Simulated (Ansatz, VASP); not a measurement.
## WS2 in VASP and in Ansatz

The input INCAR:

```
SYSTEM = WS2
ALGO = Normal ; EDIFF = 1E-6
ENCUT = 520 ; ISIF = 2
ISMEAR = 0 ; LASPH = .True.
LCHARG = .True. ; LELF = .True.
LREAL = .False. ; LVHAR = .True.
LWAVE = .False. ; NBANDS = 35
NELM = 80 ; PREC = Accurate
SIGMA = 0.1
```

The input KPOINTS:

```
k-points
0
Gamma
  6 6 2
  0 0 0
```

POSCAR

```
WS2
1.0
    3.1842228900      0.0000000000      0.0000000000
   -1.5921114500      2.7576179200      0.0000000000
    0.0000000000      0.0000000000     12.9782823600
W S
2 4
Direct
    0.3333333300      0.6666666700      0.2500000000
    0.6666666700      0.3333333300      0.7500000000
    0.3333333300      0.6666666700      0.6298049400
    0.6666666700      0.3333333300      0.1298049400
    0.3333333300      0.6666666700      0.8701950600
    0.6666666700      0.3333333300      0.3701950600
```

Input for Ansatz:

```yaml
crystal:
  lattice:
    - [3.18422289, 0.0, 0.0]
    - [-1.59211145, 2.75761792, 0.0]
    - [0.0, 0.0, 12.97828236]
  atoms:
    - { symbol: W, position: [0.33333333, 0.66666667, 0.25] }
    - { symbol: W, position: [0.66666667, 0.33333333, 0.75] }
    - { symbol: S, position: [0.33333333, 0.66666667, 0.62980494] }
    - { symbol: S, position: [0.66666667, 0.33333333, 0.12980494] }
    - { symbol: S, position: [0.33333333, 0.66666667, 0.87019506] }
    - { symbol: S, position: [0.66666667, 0.33333333, 0.37019506] }
basis:
  ecutwfc: 420
kpoints:
  mp_grid: { grid: [6, 6, 2] }
hamiltonian:
  xc: lda
scf:
  occupations: { method: gaussian, width: 0.1 }
output:
  forces: true
  stress: true
  eigenvalues: true
```

The cell is a database's computed one.

Alike in both runs: task single point; functional LDA; k mesh 6 × 6 × 2; occupations gaussian, width 0.1 eV; no spin polarisation.

|  | VASP | Ansatz |
| --- | --- | --- |
| version | VASP 6.6.1 | Ansatz 0.2.0 |
| potentials or method | VASP PAW LDA potentials, release 64 (W_sv, S) | scalar-relativistic, plane waves, PAW |
| plane-wave cutoff (eV) | 520 | 420 |
| valence electrons in the cell | 52 | 52 |

Ansatz gave:

```
gap on the k mesh at the Fermi level (eV)       : 1.15
least direct gap on the mesh (eV)               : 1.72
pressure (GPa)                                  : -5.7
largest component of the traceless stress (GPa) : 1.33
rms of the force components (eV/Å)              : 0.152
```

Task: Which values does VASP return?

Result: gap on the k mesh at the Fermi level (eV): 1.16; least direct gap on the mesh (eV): 1.73; pressure (GPa): -5.4; largest component of the traceless stress (GPa): 1.33; rms of the force components (eV/Å): 0.130.

Atom by atom the forces differ by 0.022 eV/Å (rms over components).

Caveats: spin-orbit coupling is left out, which moves the levels of the heavy elements. Expect the measured gap to be larger: semilocal functionals such as LDA lack the derivative discontinuity. A k mesh can miss the band edges.
